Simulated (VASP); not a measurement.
Crystal: CO2.

```
O C
1.0
     2.63591   -2.38738    0.00000
     2.63591    2.38738    0.00000
     0.00000    0.00000    6.58717
O C
4 2
Direct
  0.30651 0.69349 0.60816
  0.69349 0.30651 0.39184
  0.19349 0.80651 0.10816
  0.80651 0.19349 0.89184
  0.50000 0.50000 0.50000
  0.00000 0.00000 0.00000
```

The cell comes from a database or a generator and needn't be the stable form of this composition.

* Program: VASP 6.6.1
* Task: relaxation of cell and atoms
* Functional: PBEsol
* Potentials or basis: VASP PAW PBE potentials, release 64 (O, C)
* Cutoff: 600 eV
* k mesh: 8 × 8 × 4
* Occupations: gaussian, width 0.02 eV
* Spin: no spin polarisation

At the start: pressure 2.5 GPa; volume 13.82 Å³/atom.

**Question.** Where does the relaxation end?

**Answer.** Over 9 steps the energy falls by 4.7 meV/atom and the volume is 15.59 Å³/atom (+12.8 %); space group Cmce (No. 64, to 0.05 Å).

The path:
```tsv
step	energy change (eV)	largest force (eV/Å)	pressure (GPa)	volume (Å³)
1	0.0000	0.6399	2.53	82.91
2	0.3333	3.8721	-11.10	85.55
3	-0.0088	0.0944	0.39	83.25
4	-0.0088	0.0586	0.48	83.24
5	-0.0088	0.0458	0.51	83.23
6	-0.0107	0.0472	0.47	83.68
7	-0.0156	0.0483	0.35	85.05
8	-0.0226	0.0455	0.15	87.82
9	-0.0279	0.0183	-0.04	93.53
```

Final structure:
```xyz
6
Lattice="2.7900 -2.4758 0.0000 2.7900 2.4758 0.0000 0.0000 0.0000 6.7703" Properties=species:S:1:pos:R:3 pbc="T T T"
O     2.7900    0.9379    4.0905
O     2.7900   -0.9379    2.6798
O     2.7900    1.5379    0.7054
O     2.7900   -1.5379    6.0650
C     2.7900    0.0000    3.3852
C     0.0000    0.0000    0.0000
```

Caveat: the standard files for N, O and F lose accuracy on very short bonds; the PAW data sets were made with another functional, which shifts forces and pressure a little.
